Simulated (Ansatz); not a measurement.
Below is a relaxed structure of ZnS. The cell was found from a structure generator's guess, not taken from experiment.

These are results of DFT PBE, scalar-relativistic, plane waves, PAW (Ansatz 0.2.0), not measurements. Cutoff 420 eV, Γ-centred mesh, Gaussian smearing, no spin polarisation.

```
Zn S
1.0
     3.66590    0.00000    0.00000
     0.00000    3.66590    0.00000
     0.00000    0.00000    6.04858
Zn S
2 2
Direct
  0.50000 0.50000 0.25000
  0.50000 0.50000 0.75000
  0.00000 0.50000 0.00000
  0.50000 0.00000 0.50000
```

Formation energies are uncorrected and refer to the elements' standard structures at the same level.

Task: What space group does it have?

Result: P4_2/mmc (No. 131). Conventional cell: a = 3.666 Å, c = 6.049 Å. Zn has 4 S at 2.38 Å; S has 4 Zn at 2.38 Å.

Task: What is its formation energy per atom?

Result: −0.44 eV/atom. A negative formation energy is needed for stability but isn't enough: competing phases decide.

Task: Is it a metal?

Result: It can't be told: by band count a gap of 0.03 eV opens on the 12×12×8 mesh, less than the smearing, so the run treats the cell as a metal.

Task: From what recipe could a structure generator have reached it?

Result: One such recipe: ordered vacancies on the cation sites of antifluorite (P4_2/mmc, No. 131). Other recipes can lead to the same cell.

The last run used a 12×12×8 mesh (in the run's order of axes) for its 4-atom cell and Gaussian smearing of 0.10 eV. The reference form of S is held partly by dispersion forces, which this level lacks. A structure relaxed within its symmetry needn't be a true minimum.
